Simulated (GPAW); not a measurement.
NaI:

```
I Na
1.0
     0.00000    3.23640    3.23640
     3.23640    0.00000    3.23640
     3.23640    3.23640    0.00000
I Na
1 1
Cartesian
  3.2364 3.2364 3.2364
  0.0000 0.0000 0.0000
```

Base run:

| Quantity | Value |
| --- | --- |
| Program | GPAW 26.7.0 |
| Functional | RPBE |
| Potentials or basis | the program's PAW data sets (release 1.2.1) made for this functional |
| Cutoff | 800 eV |
| Basis | pw |
| k mesh | 6 × 6 × 6 |
| Occupations | fermi-dirac, width 0.05 eV |
| Spin | spin-orbit coupling, no magnetisation |

Its results: band gap on the k mesh 3.53 eV, direct; pressure 1.6 GPa.

Task: The run is repeated on the same cell with these changes: functional from RPBE to PBEsol; potentials or basis from the program's PAW data sets (release 1.2.1) made for this functional to PAW data sets generated in the run's folder for this functional. What comes out?

Result: Band gap on the k mesh 3.13 eV, direct; pressure -0.5 GPa.

Caveats: spin-orbit coupling was added after a scalar SCF, so levels and gaps hold it while energy, forces, pressure and moments don't; this program's spin-orbit splittings come out too wide for heavy elements.
